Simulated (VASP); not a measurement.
# Zr (Im-3m) in VASP: equation of state

Aim: energy against volume of Zr in PBE, for its equilibrium volume and stiffness.

All numbers are computed with VASP 6.6.1; they aren't measurements. Logs are shortened: lines on timing, memory, paths and dates and some standing lists are left out, and cuts for length are marked.

## (1) Starting point

The structure is cubic, space group Im-3m (No. 229). Conventional cell: a = 3.620 Å, b = 3.620 Å, c = 3.620 Å, α = 90.00°, β = 90.00°, γ = 90.00°. Around Zr (site symmetry m-3m) lie 8 Zr at 3.14 Å.

This isn't the form of Zr at room conditions, which is hcp.

## (2) Equation of state, PBE, 22.30 Å³/atom (volume scaled by 0.94)

Input file INCAR:

```
PREC = Accurate
ENCUT = 520
EDIFF = 1E-7
ISMEAR = -1
SIGMA = 0.05
LREAL = F
LASPH = T
NELM = 100
ALGO = Normal
ISIF = 2
LWAVE = F
LCHARG = F
GGA = PE
NBANDS = 12
```

Input file KPOINTS:

```
Automatic mesh
0
Gamma
  10 10 10
```

Input file POSCAR:

```
Zr
1.0
   -1.7730508568      1.7730508568      1.7730508568
    1.7730508568     -1.7730508568      1.7730508568
    1.7730508568      1.7730508568     -1.7730508568
Zr
1
Direct
    0.0000000000      0.0000000000      0.0000000000
```

Potentials or basis: VASP PAW PBE potentials, release 64 (Zr_sv).

On the command line:

```
$ cat potpaw_PBE.64/Zr_sv/POTCAR > POTCAR
$ mpirun -np 1 vasp_std > vasp.out
```

OUTCAR:

```text
PREC = Accurate
   ENCUT = 520
   EDIFF = 1E-7
   ISMEAR = -1
   LREAL = F
   LASPH = T
   NELM = 100
   ISIF = 2
   GGA = PE

 ion  position               nearest neighbor table
   1  0.000  0.000  0.000-

  LATTYP: Found a body centered cubic cell.
 ALAT       =     3.5461017136

  Lattice vectors:

 A1 = (  -1.7730508568,   1.7730508568,   1.7730508568)
 A2 = (   1.7730508568,  -1.7730508568,   1.7730508568)
 A3 = (   1.7730508568,   1.7730508568,  -1.7730508568)

Analysis of symmetry for initial positions (statically):
=====================================================================
 Subroutine PRICEL returns:
 Original cell was already a primitive cell.

 Routine SETGRP: Setting up the symmetry group for a
 body centered cubic supercell.

 Subroutine GETGRP returns: Found 48 space group operations
 (whereof 48 operations were pure point group operations)
 out of a pool of 48 trial point group operations.

The static configuration has the point symmetry O_h .

Analysis of symmetry for dynamics (positions and initial velocities):
=====================================================================
 Subroutine PRICEL returns:
 Original cell was already a primitive cell.

 Routine SETGRP: Setting up the symmetry group for a
 body centered cubic supercell.

 Subroutine GETGRP returns: Found 48 space group operations
 (whereof 48 operations were pure point group operations)
 out of a pool of 48 trial point group operations.

The dynamic configuration has the point symmetry O_h .

 Subroutine INISYM returns: Found 48 space group operations
 (whereof 48 operations are pure point group operations),
 and found     1 'primitive' translations

----------------------------------------------------------------------------------------

                                     Primitive cell

  volume of cell :      22.2958

  direct lattice vectors                    reciprocal lattice vectors
    -1.773050857  1.773050857  1.773050857     0.000000000  0.281999807  0.281999807
     1.773050857 -1.773050857  1.773050857     0.281999807  0.000000000  0.281999807
     1.773050857  1.773050857 -1.773050857     0.281999807  0.281999807  0.000000000

  length of vectors
     3.071014168  3.071014168  3.071014168     0.398807952  0.398807952  0.398807952

  position of ions in fractional coordinates (direct lattice)
     0.000000000  0.000000000  0.000000000

  ion indices of the primitive-cell ions
   primitive index   ion index
                 1           1

[... 100 lines left out ...]
   ISYM   =      2    0-nonsym 1-usesym 2-fastsym
   POTIM  = 0.5000    time-step for ionic-motion
   TEBEG  =    0.0;   TEEND  =   0.0 temperature during run
   PSTRESS=    0.0 pullay stress
   NELECT =      12.0000    total number of electrons
   NUPDOWN=      -1.0000    fix difference up-down
   EMIN   =  10.00;   EMAX   =-10.00  energy-range for DOS
   EFERMI =   0.00;   METHOD = LEGACY
   ISMEAR =    -1;   SIGMA  =   0.05  broadening in eV -4-tet -1-fermi 0-gaus
   EFERMI_NEDOS =   21; number of points for ismear=-14 and -15
   IALGO  =     38    algorithm
   IMIX   =      4    mixing-type and parameters
     AMIX     =   0.40;   BMIX     =  1.00
     AMIX_MAG =   1.60;   BMIX_MAG =  1.00
  volume/ion in A,a.u.               =      22.30       150.46
  Fermi-wavevector in a.u.,A,eV,Ry     =   1.331662  2.516477 24.127539  1.773324
  Thomas-Fermi vector in A             =   2.460656
   LORBIT       =      0    0 simple, 1 ext, 2 COOP (PROOUT), +10 PAW based schemes
   GGA     = PE    functional components
   LHFCALC =     F    Hartree Fock is set to
   AEXX    =    0.0000 exact exchange contribution
   IVDW    =     0    specifies the selected vdW correction
   LEPSILON=     F    determine dielectric tensor
   LRPA    =     F    only Hartree local field effects (RPA)
 non-spin polarized calculation
  energy-cutoff  :      520.00
  volume of cell :       22.30
 maximum number of plane-waves:       618
   NGX = 11   NGY = 11   NGZ = 11

 number of electron      12.0000000 magnetization

 Free energy of the ion-electron system (eV)
  ---------------------------------------------------
  ext. energy  EPLUGINS =         0.00000000
  ---------------------------------------------------
  free energy    TOTEN  =        -8.44467407 eV

  energy without entropy =       -8.43071949  energy(sigma->0) =       -8.43769678

 E-fermi :   9.2352     XC(G=0): -11.2722

 val. band max:        9.1928773320   @ k =   0.2000   0.2000   0.0000
 cond. band min:       9.2445220456   @ k =   0.2000   0.1000  -0.0000
 fundamental gap:      0.0516447136
 Fermi energy:         9.2352430706

 k-point     1 :       0.0000    0.0000    0.0000
  band No.  band energies     occupation
      1     -39.1999      2.00000
      2     -16.6487      2.00000
      3     -16.6487      2.00000
      4     -16.6487      2.00000
      5       3.7621      2.00000
      6      10.3472      0.00000
      7      10.3472      0.00000
      8      10.3472      0.00000
      9      12.9352      0.00000
     10      12.9352      0.00000
     11      21.7274      0.00000
     12      21.7274      0.00000
[... 571 lines left out ...]
 k-point    40 :      -0.4000   -0.4000    0.2000
  band No.  band energies     occupation
      1     -38.9505      2.00000
      2     -17.4437      2.00000
      3     -17.4437      2.00000
      4     -16.9840      2.00000
      5       7.7421      2.00000
      6       7.7421      2.00000
      7       9.6164      0.00098
      8      13.5114      0.00000
      9      13.5114      0.00000
     10      18.5109      0.00000
     11      19.1363      0.00000
     12      19.1363      0.00000

 [... further k-points ...]

------------------------ aborting loop because EDIFF is reached ----------------------------------------

  FORCE on cell =-STRESS in cart. coord.  units (eV):
  Direction    XX          YY          ZZ          XY          YZ          ZX
  --------------------------------------------------------------------------------------
  -------------------------------------------------------------------------------------
  Total        0.2422010      0.2422010      0.2422010     -0.0000000      0.0000000     -0.0000000
  in kB       17.4045574     17.4045574     17.4045574     -0.0000000      0.0000000     -0.0000000
  external PRESSURE =      17.4045574 kB  Pullay stress =       0.0000000 kB

 VOLUME and BASIS-vectors are now :
 -----------------------------------------------------------------------------
  energy-cutoff  :      520.00
  volume of cell :       22.30
      direct lattice vectors                 reciprocal lattice vectors
    -1.773050857  1.773050857  1.773050857     0.000000000  0.281999807  0.281999807
     1.773050857 -1.773050857  1.773050857     0.281999807  0.000000000  0.281999807
     1.773050857  1.773050857 -1.773050857     0.281999807  0.281999807  0.000000000

 POSITION                                       TOTAL-FORCE (eV/Angst)
 -----------------------------------------------------------------------------------
      0.00000      0.00000      0.00000         0.000000      0.000000      0.000000
 -----------------------------------------------------------------------------------
    total drift:                                0.000000      0.000000      0.000000

  FREE ENERGIE OF THE ION-ELECTRON SYSTEM (eV)
  ---------------------------------------------------
  free  energy   TOTEN  =        -8.4446740653 eV

  energy  without entropy=       -8.4307194935  energy(sigma->0) =       -8.43769678
```

It used 5.8 s of CPU time on 1 thread of Intel(R) Xeon(R) Platinum 8559C (Emerald Rapids) (shared host), which was overloaded at the time.

Results:

| Item | Value |
| --- | --- |
| Free energy | -8.4447 eV |
| Pressure | 1.7 GPa |
| Band gap on the k mesh | none (metal or under the smearing width) |

## (3) Equation of state, PBE, 22.77 Å³/atom (volume scaled by 0.96)

INCAR, as its differences from that of step 2:

```diff
@@ -7,3 +7,3 @@
 LASPH = T
-NELM = 100
+NELM = 80
 ALGO = Normal
```

Input file KPOINTS:

```
regular mesh
0
Gamma
  10 10 10
```

Input file POSCAR:

```
Zr
1.0
   -1.7855375418      1.7855375418      1.7855375418
    1.7855375418     -1.7855375418      1.7855375418
    1.7855375418      1.7855375418     -1.7855375418
Zr
1
Direct
    0.0000000000      0.0000000000      0.0000000000
```

Potentials or basis: VASP PAW PBE potentials, release 64 (Zr_sv).

On the command line:

```
$ cat potpaw_PBE.64/Zr_sv/POTCAR > POTCAR
$ mpirun -np 1 vasp_std > vasp.out
```

OUTCAR:

```text
PREC = Accurate
   ENCUT = 520
   EDIFF = 1E-7
   ISMEAR = -1
   LREAL = F
   LASPH = T
   NELM = 80
   ISIF = 2
   GGA = PE

 ion  position               nearest neighbor table
   1  0.000  0.000  0.000-

  LATTYP: Found a body centered cubic cell.
 ALAT       =     3.5710750836

  Lattice vectors:

 A1 = (  -1.7855375418,   1.7855375418,   1.7855375418)
 A2 = (   1.7855375418,  -1.7855375418,   1.7855375418)
 A3 = (   1.7855375418,   1.7855375418,  -1.7855375418)

[... 790 lines left out ...]
      3     -17.7059      2.00000
      4     -17.2758      2.00000
      5       7.5500      2.00000
      6       7.5500      2.00000
      7       9.3758      0.00115
      8      13.1759      0.00000
      9      13.1759      0.00000
     10      18.0582      0.00000
     11      18.6603      0.00000
     12      18.6603      0.00000

 [... further k-points ...]
[... 5 lines left out ...]
  --------------------------------------------------------------------------------------
  -------------------------------------------------------------------------------------
  Total       -0.0185116     -0.0185116     -0.0185116      0.0000000     -0.0000000      0.0000000
  in kB       -1.3025271     -1.3025271     -1.3025271      0.0000000     -0.0000000      0.0000000
  external PRESSURE =      -1.3025271 kB  Pullay stress =       0.0000000 kB

 VOLUME and BASIS-vectors are now :
 -----------------------------------------------------------------------------
  energy-cutoff  :      520.00
  volume of cell :       22.77
      direct lattice vectors                 reciprocal lattice vectors
    -1.785537542  1.785537542  1.785537542     0.000000000  0.280027716  0.280027716
     1.785537542 -1.785537542  1.785537542     0.280027716  0.000000000  0.280027716
     1.785537542  1.785537542 -1.785537542     0.280027716  0.280027716  0.000000000

 POSITION                                       TOTAL-FORCE (eV/Angst)
 -----------------------------------------------------------------------------------
      0.00000      0.00000      0.00000        -0.000000     -0.000000      0.000000
 -----------------------------------------------------------------------------------
    total drift:                                0.000000      0.000000     -0.000000

  FREE ENERGIE OF THE ION-ELECTRON SYSTEM (eV)
  ---------------------------------------------------
  free  energy   TOTEN  =        -8.4472230977 eV

  energy  without entropy=       -8.4322653315  energy(sigma->0) =       -8.43974421
```

It used 5.5 s of CPU time on 1 thread of Intel(R) Xeon(R) Platinum 8559C (Emerald Rapids) (shared host), which was overloaded at the time.

What came out:

- Free energy: -8.4472 eV
- Pressure: -0.1 GPa
- Band gap on the k mesh: none (metal or under the smearing width)

## (4) Equation of state, PBE, 23.24 Å³/atom (volume scaled by 0.98)

INCAR is that of step 3.

Input file KPOINTS:

```
Automatic mesh
0
Gamma
  10 10 10
```

Input file POSCAR:

```
Zr
1.0
   -1.7978519830      1.7978519830      1.7978519830
    1.7978519830     -1.7978519830      1.7978519830
    1.7978519830      1.7978519830     -1.7978519830
Zr
1
Direct
    0.0000000000      0.0000000000      0.0000000000
```

On the command line:

```
$ cat potpaw_PBE.64/Zr_sv/POTCAR > POTCAR
$ mpirun -np 1 vasp_std > vasp.out
```

It used 5.6 s of CPU time on 1 thread of Intel(R) Xeon(R) Platinum 8559C (Emerald Rapids) (shared host), which was overloaded at the time.

Results (log left out):

```yaml
Free_energy: -8.4445 eV
Pressure: -1.8 GPa
Band_gap_on_the_k_mesh: none (metal or under the smearing width)
```

## (5) Equation of state, PBE, 24.19 Å³/atom (volume scaled by 1.02)

Input file INCAR:

```
SYSTEM = Zr
PREC     = Accurate       ! precision mode
ENCUT    = 520            ! plane-wave cutoff, eV
EDIFF    = 1E-7           ! SCF threshold, eV
ISMEAR   = -1             ! smearing method
SIGMA    = 0.05           ! smearing width, eV
LREAL    = .False.        ! projectors in reciprocal space
LASPH    = .True.         ! aspherical terms in the spheres
NELM     = 80             ! most SCF steps
ALGO     = Normal         ! electronic algorithm
ISIF     = 2              ! what is computed and relaxed
LWAVE    = .False.        ! write WAVECAR
LCHARG   = .False.        ! write CHGCAR
GGA      = PE             ! functional
NBANDS   = 12             ! bands
```

Input file KPOINTS:

```
Automatic mesh
0
Gamma
  10 10 10
  0 0 0
```

Input file POSCAR:

```
Zr
1.0
   -1.8219871043      1.8219871043      1.8219871043
    1.8219871043     -1.8219871043      1.8219871043
    1.8219871043      1.8219871043     -1.8219871043
Zr
1
Direct
    0.0000000000      0.0000000000      0.0000000000
```

On the command line:

```
$ cat potpaw_PBE.64/Zr_sv/POTCAR > POTCAR
$ mpirun -np 1 vasp_std > vasp.out
```

It used 5.9 s of CPU time on 1 thread of Intel(R) Xeon(R) Platinum 8559C (Emerald Rapids), on a shared host, which was overloaded at the time.

Results (log left out):

```
Free energy            : -8.4252 eV
Pressure               : -4.8 GPa
Band gap on the k mesh : none (metal or under the smearing width)
```

## (6) Equation of state, PBE, 24.67 Å³/atom (volume scaled by 1.04)

Input file INCAR:

```
SYSTEM = Zr
ALGO = Normal ; EDIFF = 1E-7
ENCUT = 520 ; GGA = PE
ISIF = 2 ; ISMEAR = -1
LASPH = .True. ; LCHARG = .False.
LREAL = .False. ; LWAVE = .False.
NBANDS = 12 ; NELM = 60
PREC = Accurate ; SIGMA = 0.05
```

Input file KPOINTS:

```
k-points
0
Gamma
  10 10 10
  0 0 0
```

Input file POSCAR:

```
Zr
1.0
   -1.8338185209      1.8338185209      1.8338185209
    1.8338185209     -1.8338185209      1.8338185209
    1.8338185209      1.8338185209     -1.8338185209
Zr
1
Direct
    0.0000000000      0.0000000000      0.0000000000
```

Potentials or basis: VASP PAW PBE potentials, release 64 (Zr_sv).

On the command line:

```
$ cat potpaw_PBE.64/Zr_sv/POTCAR > POTCAR
$ mpirun -np 1 vasp_std > vasp.out
```

It used 6.3 s of CPU time on 1 thread of Intel(R) Xeon(R) Platinum 8559C (Emerald Rapids), with other jobs on the host, which was overloaded at the time.

It converged, with:

- Free energy: -8.4093 eV
- Pressure: -6.1 GPa
- Band gap on the k mesh: none (metal or under the smearing width)

## (7) Equation of state, PBE, 25.14 Å³/atom (volume scaled by 1.06)

INCAR, as its differences from that of step 6:

```diff
@@ -6,3 +6,3 @@
 LREAL = .False. ; LWAVE = .False.
-NBANDS = 12 ; NELM = 60
+NBANDS = 12 ; NELM = 100
 PREC = Accurate ; SIGMA = 0.05
```

KPOINTS is that of step 6.

Input file POSCAR:

```
Zr
1.0
   -1.8454992086      1.8454992086      1.8454992086
    1.8454992086     -1.8454992086      1.8454992086
    1.8454992086      1.8454992086     -1.8454992086
Zr
1
Direct
    0.0000000000      0.0000000000      0.0000000000
```

On the command line:

```
$ cat potpaw_PBE.64/Zr_sv/POTCAR > POTCAR
$ mpirun -np 1 vasp_std > vasp.out
```

It used 7.4 s of CPU time on 1 thread of Intel(R) Xeon(R) Platinum 8559C (Emerald Rapids) (shared host), which was overloaded at the time.

Results (log left out):

```
Free energy            : -8.3896 eV
Pressure               : -7.3 GPa
Band gap on the k mesh : none (metal or under the smearing width)
```

## (8) Equation of state, PBE

No new run: the results of the series are fitted here.

Results:

| Quantity | Value |
| --- | --- |
| Equilibrium volume | 22.76 Å³/atom |
| Bulk modulus | 84 GPa |
| Pressure derivative of the bulk modulus | 2.9 (rough: it moves with the points fitted) |

Energy against volume, from the lowest point:
| volume (Å³/atom) | energy (meV/atom) |
| --- | --- |
| 22.296 | 2.55 |
| 22.770 | 0.00 |
| 23.245 | 2.71 |
| 23.719 | 10.18 |
| 24.193 | 22.02 |
| 24.668 | 37.93 |
| 25.142 | 57.62 |

Caveat: the fit is doubtful: noisy points or a state that changes with volume.
